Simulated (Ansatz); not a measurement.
The system is BaZrO3.

```
Ba Zr O
1.0
     4.19134    0.00000    0.00000
     0.00000    4.19134    0.00000
     0.00000    0.00000    4.19134
Ba Zr O
1 1 3
Direct
  0.00000 0.00000 0.00000
  0.50000 0.50000 0.50000
  0.50000 0.50000 0.00000
  0.50000 0.00000 0.50000
  0.00000 0.50000 0.50000
```

Base run:

| Item | Value |
| --- | --- |
| Program | Ansatz 0.2.0 |
| Functional | BLYP |
| Potentials or basis | Ansatz PAW |
| Cutoff | 420 eV |
| Density cutoff | 1680 eV |
| k mesh | 6 × 6 × 6 |
| Occupations | fermi-dirac, width 0.05 eV |
| Spin | no spin polarisation |

Its results: band gap on the k mesh 3.33 eV, indirect (least direct gap 3.53 eV); pressure 8.9 GPa.

Question: The run is repeated on the same cell with these changes: functional from BLYP to PBE. What comes out?

Answer: Band gap on the k mesh 3.24 eV, indirect (least direct gap 3.44 eV); pressure 4.0 GPa.

PBE binds more tightly than BLYP, so the same cell stands under less pressure.

Caveats: spin-orbit coupling is left out, which moves the levels of the heavy elements; the potentials were made for another functional, which shifts forces and pressure (some runs); the PAW data sets come from PBE, with cores solved anew for the run's functional, which leaves a small shift of forces and pressure (some runs).

Not every run made on this cell is shown here.
